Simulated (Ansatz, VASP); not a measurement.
## One calculation of CaO, two programs

```
CELL_PARAMETERS angstrom
-0.01177 2.34806 2.34806
2.34806 -0.01177 2.34806
2.34806 2.34806 -0.01177
ATOMIC_POSITIONS crystal
Ca 0.00000 0.00000 0.00000
O 0.50000 0.50000 0.50000
```

Change from the starting cell: equal xy, yz and zx engineering shears of -0.5 %.

Alike in both runs: functional LDA; k mesh 8 × 8 × 8; no spin polarisation.

Ansatz relaxed the structure, and its values are those at the end. VASP's run is a single point on that final structure, the one shown.

```csv
,VASP,Ansatz
version,VASP 6.6.1,Ansatz 0.2.0
potentials or method,"VASP PAW LDA potentials, release 64 (Ca_sv, O), cutoff 520 eV","all-electron LAPW, scalar-relativistic"
occupations,"gaussian, width 0.01 eV",fixed
```

```tsv
	VASP	Ansatz	Ansatz less VASP
gap on the k mesh at the Fermi level (eV)	3.40	3.43	+0.026
pressure (GPa)	1.0	0.0	-0.96
```

Ansatz ran all-electron here, so the differences hold the error of VASP's frozen core and of both bases.

A k mesh can miss the band edges.
